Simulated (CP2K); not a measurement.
NaCl under changes of volume

One of the cells (21.813 Å³/atom); the others are scaled copies at fixed shape and fractional positions:

```
CELL_PARAMETERS angstrom
3.95140 0.00000 0.00000
1.97570 3.42201 0.00000
1.97570 1.14067 3.22631
ATOMIC_POSITIONS crystal
Cl 0.50000 0.50000 0.50000
Na 0.00000 0.00000 0.00000
```

The cell is a database's computed one.

```yaml
Program: CP2K 2026.2
Functional: PBE
Potentials_or_basis: POTENTIAL_UZH Cl GTH-PBE-q7, Na GTH-PBE-q9; TZVP-MOLOPT-PBE-GTH basis
Density_cutoff: 18368 eV
k_mesh: 8 × 8 × 8
Occupations: fermi-dirac, width 0.05 eV
Spin: no spin polarisation
```

```tsv
volume (Å³/atom)	energy over the lowest point (meV/atom)	pressure (GPa)	gap on the mesh (eV)
20.504	34.10	4.3	5.45
20.940	?	?	?
21.376	15.42	2.7	5.27
21.813	9.11	2.0	5.18
22.249	4.55	1.4	5.10
22.685	1.56	0.8	5.03
23.121	0.00	0.3	4.96
```

Problem. What does the run at 20.940 Å³/atom give?

Solution. Energy over the lowest point 23.68 meV/atom; pressure 3.4 GPa; gap on the mesh 5.35 eV.

Worked out: A Birch-Murnaghan fit of order 3 (a polynomial in V^(-2/3)) to the other rows has its minimum at 23.44 Å³/atom, just outside them, with B0 = V·E''(V) = 23 GPa and B' = 4.6. It gives 23.68 meV/atom at 20.940 Å³/atom, against the run's 23.68, and -dE/dV = 3.4 GPa, against 3.4. A straight line through the other rows of the gap, of slope -4.09 eV per unit of ln V (its deformation potential), gives 5.36 eV, against the run's 5.35.

Energies are extrapolated to zero smearing.

Caveats: the basis of atomic orbitals isn't converged, which shifts pressures, moduli and gaps.
